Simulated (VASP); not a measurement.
# Al (Fm-3m) in VASP: notebook, part 2 of 2

VASP 6.6.1. Earlier steps stand in the parts before.

**5. Single point, LDA (grid = ENCUT=600 dk=0.35 cell=2x2x2 ISMEAR=1 SIGMA=0.1 LREAL=Auto EDIFF=1e-06)**

INCAR

```
PREC = Accurate ; ENCUT = 600
EDIFF = 1E-6 ; ISMEAR = 1
SIGMA = 0.1 ; LREAL = Auto
LASPH = True ; NELM = 120
ALGO = Fast ; ISIF = 2
LWAVE = False ; LCHARG = False
NBANDS = 20
```

KPOINTS

```
regular mesh
0
Gamma
  4 4 4
```

POSCAR

```
Al
1.0
    0.0000000000      4.0496100000      4.0496100000
    4.0496100000      0.0000000000      4.0496100000
    4.0496100000      4.0496100000      0.0000000000
Al
8
Direct
    0.0000000000      0.0000000000      0.0000000000
    0.0000000000      0.0000000000      0.5000000000
    0.0000000000      0.5000000000      0.0000000000
    0.0000000000      0.5000000000      0.5000000000
    0.5000000000      0.0000000000      0.0000000000
    0.5000000000      0.0000000000      0.5000000000
    0.5000000000      0.5000000000      0.0000000000
    0.5000000000      0.5000000000      0.5000000000
```

Potentials or basis: VASP PAW LDA potentials, release 64 (Al).

Launch:

```bash
> cat potpaw_LDA.64/Al/POTCAR > POTCAR
> mpirun -np 1 vasp_std > vasp.out
```

OUTCAR:

```text
PREC = Accurate
   ENCUT = 600
   EDIFF = 1E-6
   ISMEAR = 1
   LREAL = Auto
   LASPH = True
   NELM = 120
   ISIF = 2

 Found      8 irreducible k-points:

 Following reciprocal coordinates:
            Coordinates               Weight
  0.000000  0.000000  0.000000      1.000000
  0.250000  0.000000  0.000000      8.000000
  0.500000  0.000000  0.000000      4.000000
  0.250000  0.250000  0.000000      6.000000
  0.500000  0.250000  0.000000     24.000000
 -0.250000  0.250000  0.000000     12.000000
   k-points           NKPTS =      8   k-points in BZ     NKDIM =      8   number of bands    NBANDS=     20
   number of dos      NEDOS =    301   number of ions     NIONS =      8
   total plane-waves  NPLWV = 110592
   dimension x,y,z NGX =    48 NGY =   48 NGZ =   48
   dimension x,y,z NGXF=    96 NGYF=   96 NGZF=   96
   ions per type =               8
   NGX,Y,Z   is equivalent  to a cutoff of  13.93, 13.93, 13.93 a.u.
   NGXF,Y,Z  is equivalent  to a cutoff of  27.87, 27.87, 27.87 a.u.
 SYSTEM =  unknown system
   PREC   = accura    normal or accurate (medium, high low for compatibility)
   ISTART =      0    job   : 0-new  1-cont  2-samecut
   ICHARG =      2    charge: 1-file 2-atom 10-const
   ISPIN  =      1    spin polarized calculation?
   LNONCOLLINEAR =      F non collinear calculations
   LSORBIT =      F    spin-orbit coupling
   LASPH  =      T    aspherical Exc in radial PAW
   ENCUT  =  600.0 eV  44.10 Ry    6.64 a.u.  11.44 11.44 11.44*2*pi/ulx,y,z
   NELM   =    120;   NELMIN=  2; NELMDL= -5     # of ELM steps
   EDIFF  = 0.1E-05   stopping-criterion for ELM
   LREAL  =      T    real-space projection
   EDIFFG = 0.1E-04   stopping-criterion for IOM
   NSW    =      0    number of steps for IOM
[... 5 lines left out ...]
   TEBEG  =    0.0;   TEEND  =   0.0 temperature during run
   PSTRESS=    0.0 pullay stress
   NELECT =      24.0000    total number of electrons
   NUPDOWN=      -1.0000    fix difference up-down
   EMIN   =  10.00;   EMAX   =-10.00  energy-range for DOS
   EFERMI =   0.00;   METHOD = LEGACY
   ISMEAR =     1;   SIGMA  =   0.10  broadening in eV -4-tet -1-fermi 0-gaus
   EFERMI_NEDOS =   21; number of points for ismear=-14 and -15
   IALGO  =     68    algorithm
   IMIX   =      4    mixing-type and parameters
     AMIX     =   0.40;   BMIX     =  1.00
     AMIX_MAG =   1.60;   BMIX_MAG =  1.00
  volume/ion in A,a.u.               =      16.60       112.04
  Fermi-wavevector in a.u.,A,eV,Ry     =   0.925526  1.748991 11.654733  0.856599
  Thomas-Fermi vector in A             =   2.051390
   LORBIT       =      0    0 simple, 1 ext, 2 COOP (PROOUT), +10 PAW based schemes
   GGA     = CA    functional components
   LHFCALC =     F    Hartree Fock is set to
   AEXX    =    0.0000 exact exchange contribution
   IVDW    =     0    specifies the selected vdW correction
   LEPSILON=     F    determine dielectric tensor
   LRPA    =     F    only Hartree local field effects (RPA)
 non-spin polarized calculation
 RMM-DIIS sequential band-by-band and
 Methfessel and Paxton  Order N= 1 SIGMA  =   0.10
  energy-cutoff  :      600.00
  volume of cell :      132.82
 maximum number of plane-waves:      4477
 NGX is ok and might be reduce to    48
   NGX = 23   NGY = 23   NGZ = 23

 number of electron      24.0000000 magnetization

 Free energy of the ion-electron system (eV)
  ---------------------------------------------------
  ext. energy  EPLUGINS =         0.00000000
  ---------------------------------------------------
  free energy    TOTEN  =       -33.41107592 eV

  energy without entropy =      -33.40260113  energy(sigma->0) =      -33.40825099

 E-fermi :   7.8178     XC(G=0): -10.3199

 val. band max:        7.4259474084   @ k =  -0.2500   0.5000   0.2500
 cond. band min:       7.8641950957   @ k =   0.5000   0.2500   0.0000
 fundamental gap:      0.4382476873
 Fermi energy:         7.8178047542

 k-point     1 :       0.0000    0.0000    0.0000
  band No.  band energies     occupation
      1      -3.3296      2.00000
      2       3.2041      2.00000
      3       3.2041      2.00000
      4       3.2041      2.00000
      5       3.2041      2.00000
      6       3.3416      2.00000
[... 12 lines left out ...]
     19      13.2330      0.00000
[... 99 lines left out ...]
      4       2.1833      2.00000
      5       2.1833      2.00000
      6       4.2422      2.00000
[... 12 lines left out ...]
     19      11.5072      0.00000
     20      11.5072      0.00000

 [... further k-points ...]

------------------------ aborting loop because EDIFF is reached ----------------------------------------

  FORCE on cell =-STRESS in cart. coord.  units (eV):
  Direction    XX          YY          ZZ          XY          YZ          ZX
  --------------------------------------------------------------------------------------
  -------------------------------------------------------------------------------------
  Total       -3.0142521     -3.0142521     -3.0142521      0.0000000      0.0000000     -0.0000000
  in kB      -36.3597222    -36.3597222    -36.3597222      0.0000000      0.0000000     -0.0000000
  external PRESSURE =     -36.3597222 kB  Pullay stress =       0.0000000 kB

 VOLUME and BASIS-vectors are now :
 -----------------------------------------------------------------------------
  energy-cutoff  :      600.00
  volume of cell :      132.82
      direct lattice vectors                 reciprocal lattice vectors
     0.000000000  4.049610000  4.049610000    -0.123468680  0.123468680  0.123468680
     4.049610000  0.000000000  4.049610000     0.123468680 -0.123468680  0.123468680
     4.049610000  4.049610000  0.000000000     0.123468680  0.123468680 -0.123468680

 POSITION                                       TOTAL-FORCE (eV/Angst)
 -----------------------------------------------------------------------------------
      0.00000      0.00000      0.00000         0.000000     -0.000000      0.000000
      2.02481      2.02481      0.00000        -0.000000     -0.000000      0.000000
      2.02481      0.00000      2.02481        -0.000000      0.000000     -0.000000
      4.04961      2.02481      2.02481         0.000000      0.000000     -0.000000
      0.00000      2.02481      2.02481        -0.000000     -0.000000      0.000000
      2.02481      4.04961      2.02481         0.000000      0.000000     -0.000000
      2.02481      2.02481      4.04961        -0.000000     -0.000000      0.000000
      4.04961      4.04961      4.04961        -0.000000     -0.000000     -0.000000
 -----------------------------------------------------------------------------------
    total drift:                               -0.000000     -0.000000     -0.000000

  FREE ENERGIE OF THE ION-ELECTRON SYSTEM (eV)
  ---------------------------------------------------
  free  energy   TOTEN  =       -33.4110759185 eV

  energy  without entropy=      -33.4026011269  energy(sigma->0) =      -33.40825099
```

OSZICAR:

```text
N       E                     dE             d eps       ncg     rms          rms(c)
DAV:   1     0.238126796939E+02    0.23813E+02   -0.93804E+03   320   0.107E+03
DAV:   2    -0.313254141509E+02   -0.55138E+02   -0.52743E+02   396   0.130E+02
DAV:   3    -0.336136963122E+02   -0.22883E+01   -0.21749E+01   396   0.206E+01
DAV:   4    -0.336381277780E+02   -0.24431E-01   -0.24398E-01   404   0.226E+00
DAV:   5    -0.336382600733E+02   -0.13230E-03   -0.13229E-03   364   0.196E-01    0.383E+00
RMM:   6    -0.335005800111E+02    0.13768E+00   -0.18006E-02   321   0.642E-01    0.220E+00
RMM:   7    -0.334112988786E+02    0.89281E-01   -0.45112E-02   335   0.100E+00    0.333E-01
RMM:   8    -0.334110465851E+02    0.25229E-03   -0.20392E-03   344   0.274E-01    0.813E-02
RMM:   9    -0.334110735945E+02   -0.27009E-04   -0.27929E-04   360   0.124E-01    0.260E-02
RMM:  10    -0.334110763073E+02   -0.27128E-05   -0.45920E-05   357   0.428E-02    0.250E-02
RMM:  11    -0.334110759185E+02    0.38876E-06   -0.73759E-06   343   0.185E-02
   1 F= -.33411076E+02 E0= -.33408251E+02  d E =-.847479E-02
```

Wall time 43 s (1 thread of Intel Xeon Platinum 8175M at 2.50GHz (Skylake/Cascade Lake), shared host); peak memory 0.22 GiB.

The run converged, but some of its settings lie outside the range that counts as converged, so its numbers aren't taken as properties of the crystal.

Results:

| Item | Value |
| --- | --- |
| Free energy | -33.4111 eV |
| Pressure | -3.6 GPa |
| Band gap on the k mesh | none (metal or under the smearing width) |

**6. Single point, LDA (grid = ENCUT=350 dk=0.27 cell=3x3x3 ISMEAR=1 SIGMA=0.1 LREAL=Auto EDIFF=1e-06)**

INCAR

```
PREC     = Accurate       # precision mode
ENCUT    = 350            # plane-wave cutoff, eV
EDIFF    = 1E-6           # SCF threshold, eV
ISMEAR   = 1              # smearing method
SIGMA    = 0.1            # smearing width, eV
LREAL    = Auto         
LASPH    = T              # aspherical terms in the spheres
NELM     = 120            # most SCF steps
ALGO     = Fast           # electronic algorithm
ISIF     = 2              # what is computed and relaxed
LWAVE    = F              # write WAVECAR
LCHARG   = F              # write CHGCAR
NBANDS   = 66             # bands
```

KPOINTS is that of step 5.

POSCAR

```
Al
1.0
    0.0000000000      6.0744150000      6.0744150000
    6.0744150000      0.0000000000      6.0744150000
    6.0744150000      6.0744150000      0.0000000000
Al
27
Direct
    0.0000000000      0.0000000000      0.0000000000
    0.0000000000      0.0000000000      0.3333333333
    0.0000000000      0.0000000000      0.6666666667
    0.0000000000      0.3333333333      0.0000000000
    0.0000000000      0.3333333333      0.3333333333
    0.0000000000      0.3333333333      0.6666666667
    0.0000000000      0.6666666667      0.0000000000
    0.0000000000      0.6666666667      0.3333333333
    0.0000000000      0.6666666667      0.6666666667
    0.3333333333      0.0000000000      0.0000000000
    0.3333333333      0.0000000000      0.3333333333
    0.3333333333      0.0000000000      0.6666666667
    0.3333333333      0.3333333333      0.0000000000
    0.3333333333      0.3333333333      0.3333333333
    0.3333333333      0.3333333333      0.6666666667
    0.3333333333      0.6666666667      0.0000000000
    0.3333333333      0.6666666667      0.3333333333
    0.3333333333      0.6666666667      0.6666666667
    0.6666666667      0.0000000000      0.0000000000
    0.6666666667      0.0000000000      0.3333333333
    0.6666666667      0.0000000000      0.6666666667
    0.6666666667      0.3333333333      0.0000000000
    0.6666666667      0.3333333333      0.3333333333
    0.6666666667      0.3333333333      0.6666666667
    0.6666666667      0.6666666667      0.0000000000
    0.6666666667      0.6666666667      0.3333333333
    0.6666666667      0.6666666667      0.6666666667
```

Potentials or basis: VASP PAW LDA potentials, release 64 (Al).

Launch:

```bash
> cat potpaw_LDA.64/Al/POTCAR > POTCAR
> mpirun -np 1 vasp_std > vasp.out
```

Run time: 3.3 min. Hardware: 1 thread of Intel Xeon Platinum 8259CL at 2.50GHz (Skylake/Cascade Lake), shared host; peak memory 0.31 GiB.

These settings aren't checked as converged: the numbers below hold their error.

What came out:

| Item | Value |
| --- | --- |
| Free energy | -113.1379 eV |
| Pressure | -3.6 GPa |
| Band gap on the k mesh | none (metal or under the smearing width) |
